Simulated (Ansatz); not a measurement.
# ZnSe: the cost of one run

Method: reference: DFT, HSE06, plane waves, PAW, in Ansatz 0.2.0.

9 further runs of the same task are left out: 1 for a known fault of the program, 8 that didn't finish.

### Step 1. The starting structure

Symmetry: Pm-3m, No. 221, cubic system. The conventional cell has a = 3.325 Å, b = 3.325 Å, c = 3.325 Å, α = 90.00°, β = 90.00°, γ = 90.00°. Zn (site symmetry m-3m) has 8 Se at 2.88 Å as nearest neighbours. Around Se (site symmetry m-3m) lie 8 Zn at 2.88 Å.

Structure file:

```cif
data_structure
_symmetry_space_group_name_H-M 'Pm-3m'
_symmetry_Int_Tables_number 221
_cell_length_a 3.3252
_cell_length_b 3.3252
_cell_length_c 3.3252
_cell_angle_alpha 90.000
_cell_angle_beta 90.000
_cell_angle_gamma 90.000
_cell_volume 36.77
loop_
_atom_site_label
_atom_site_type_symbol
_atom_site_symmetry_multiplicity
_atom_site_Wyckoff_symbol
_atom_site_fract_x
_atom_site_fract_y
_atom_site_fract_z
_atom_site_occupancy
Zn1 Zn 1 a 0.00000 0.00000 0.00000 1
Se1 Se 1 b 0.50000 0.50000 0.50000 1
```

### Step 2. Reference

Contents of input.yaml:

```yaml
crystal:
  lattice:
    - [3.3251530459, 0.0, 0.0]
    - [0.0, 3.3251530459, 0.0]
    - [0.0, 0.0, 3.3251530459]
  atoms:
    - { symbol: Zn, position: [0.0, 0.0, 0.0] }
    - { symbol: Se, position: [0.5, 0.5, 0.5] }
kpoints:
  mp_grid: { grid: [4, 4, 4] }
hamiltonian:
  xc: hse06
scf:
  occupations: { method: fermi_dirac, width: 0.02 }
  n_extra_bands: 4
output:
  forces: true
  stress: true
  eigenvalues: true
  write_density: true
  write_potential: true
  elf: true
  volumetric_format: npy
```

The run is started by

```
> ansatz run input.yaml --threads 4 --pin off --max-ram 3686MiB --backend cpu --events-out ev --progress --plain --runs-dir out
```

**Question.** How long does this run take on 4 threads of an x86-64 CPU, shared host, and how much memory does it need?

About 17 s, with a peak of 0.74 GiB.
